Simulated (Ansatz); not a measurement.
MgO: relaxation of cell and atoms with BLYP+D4

Crystal: MgO.

```
CELL_PARAMETERS angstrom
0.00000 2.09700 2.09700
2.09700 0.00000 2.09700
2.09700 2.09700 0.00000
ATOMIC_POSITIONS crystal
Mg 0.00000 0.00000 0.00000
O 0.50000 0.50000 0.50000
```

The cell is a database's computed one.

* Program: Ansatz 0.2.0
* Task: relaxation of cell and atoms
* Functional: BLYP
* Dispersion: D4
* Potentials or basis: Ansatz PAW
* Cutoff: 420 eV (not typed: the program's choice for these potentials)
* k mesh: 11 × 11 × 11
* Occupations: fermi-dirac, width 0.05 eV
* Spin: no spin polarisation

- Relaxed volume: 9.38 Å³/atom
- Relaxed cell: a = 2.983 Å, b = 2.983 Å, c = 2.983 Å, α = 60.00°, β = 60.00°, γ = 60.00°
- Space group after relaxing (to 0.05 Å): Fm-3m (No. 225)
- Energy gained by relaxing: 1.3 meV/atom
- Ionic steps: 6
- Pressure after relaxing: 0.0 GPa
- Band gap on the k mesh: 4.98 eV

The path:
```csv
step,energy change (eV),largest force (eV/Å),volume (Å³)
1,0.0000,0.0000,18.44
2,-0.0012,0.0000,18.57
3,-0.0013,0.0000,18.74
4,-0.0026,0.0000,18.74
5,-0.0025,0.0000,18.76
6,-0.0027,0.0000,18.76
```

Final structure:
```
Mg O
1.0
     0.00000    2.10908    2.10908
     2.10908    0.00000    2.10908
     2.10908    2.10908    0.00000
Mg O
1 1
Direct
  0.00000 0.00000 0.00000
  0.50000 0.50000 0.50000
```

It took 3.8 s on 2 threads of Arm Neoverse V2, on a shared host, peak memory 0.27 GiB.

Caveat: odd divisions of the mesh miss points on the zone boundary, where band edges often lie, so the gap on the mesh can be too wide; the plane-wave basis is chosen anew once the cell has moved, so the energies of steps on either side of that aren't comparable; the pressure holds a Pulay correction of +0.7 GPa for the finite cutoff; the PAW data sets come from PBE, with cores solved anew for the run's functional, which leaves a small shift of forces and pressure. A k mesh can miss the band edges.
